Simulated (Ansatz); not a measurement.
# ZnSe: the cost of one run

Computed with Ansatz 0.2.0 (DFT, PBE, all-electron LAPW, scalar-relativistic, unless a step's input says otherwise).

### Step 1. The structure to begin with

It takes space group F-43m (No. 216, cubic). The conventional cell has a = 5.668 Å, b = 5.668 Å, c = 5.668 Å, α = 90.00°, β = 90.00°, γ = 90.00°. Zn (site symmetry -43m) is surrounded by 4 Se at 2.45 Å. Se (site symmetry -43m) is surrounded by 4 Zn at 2.45 Å.

As a file:

```xyz
2
Lattice="0.0000 2.8338 2.8338 2.8338 0.0000 2.8338 2.8338 2.8338 0.0000" Properties=species:S:1:pos:R:3 pbc="T T T"
Zn    0.0000    0.0000    0.0000
Se    4.2507    4.2507    4.2507
```

The cell comes from a crystallographic database entry that wasn't checked; take it as a given geometry, which may be far from equilibrium.

Atoms are numbered in the order of the input: Zn1, Se2.

### Step 2. With all sphere radii typed as 0.883 Å

The input, input.yaml:

```yaml
crystal:
  lattice:
    - [0.0, 2.8338, 2.8338]
    - [2.8338, 0.0, 2.8338]
    - [2.8338, 2.8338, 0.0]
  atoms:
    - { symbol: Zn, position: [0.0, 0.0, 0.0] }
    - { symbol: Se, position: [0.75, 0.75, 0.75] }
kpoints:
  mp_grid: { grid: [8, 8, 8] }
scf:
  occupations: { method: fermi_dirac, width: 0.03 }
hamiltonian:
  xc: pbe
  pseudopotentials:
    kind: all_electron
    lapw: { basis_error: 0.001, muffin_tin_radii: { Zn: 0.883, Se: 0.883 } }
output:
  forces: true
  stress: true
  eigenvalues: true
```

Started as:

```console
ansatz run input.yaml --threads 1 --pin off --max-ram 2048MiB --backend cpu --events-out ev --progress --plain --runs-dir out
```

**Question.** How long does this run take on 1 thread of Intel Xeon Platinum 8259CL at 2.50GHz (Skylake/Cascade Lake), shared host?

About 47 s.
